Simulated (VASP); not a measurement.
A run of VASP 6.6.1:

File INCAR:

```
ALGO     = Normal         # electronic algorithm
EDIFF    = 1E-6           # SCF threshold, eV
EDIFFG   = -0.01          # ionic threshold
ENCUT    = 600            # plane-wave cutoff, eV
GGA      = RP             # functional
IBRION   = 2              # ionic algorithm
ISIF     = 3              # what is computed and relaxed
ISMEAR   = 0              # smearing method
LASPH    = True           # aspherical terms in the spheres
LCHARG   = False          # write CHGCAR
LREAL    = False          # projectors in reciprocal space
LWAVE    = False          # write WAVECAR
NELM     = 80             # most SCF steps
NSW      = 40             # ionic steps
PREC     = Accurate       # precision mode
SIGMA    = 0.05           # smearing width, eV
```

File KPOINTS:

```
k-points
0
Gamma
  9 9 9
```

File POSCAR:

```
BAs
1.0
    2.9570103300      0.0000000000      0.0000000000
    0.0000000000      2.9570103300      0.0000000000
    0.0000000000      0.0000000000      2.9570103300
B As
1 1
Direct
    0.5000000000      0.5000000000      0.5000000000
    0.0000000000      0.0000000000      0.0000000000
```

Potentials or basis: VASP PAW PBE potentials, release 64 (B, As).

Launch:

```console
$ cat potpaw_PBE.64/B/POTCAR potpaw_PBE.64/As/POTCAR > POTCAR
$ mpirun -np 1 vasp_std > vasp.out
```

Hardware: 1 thread of Intel(R) Xeon(R) 6975P-C (Granite Rapids), on a shared host.

Question: Estimate the wall time of this run.

Answer: Run time: 6.4 s on 1 thread of Intel(R) Xeon(R) 6975P-C (Granite Rapids) (shared host), peak memory 0.13 GiB. Counts: scf iterations 16, k points 35, ion steps 2.
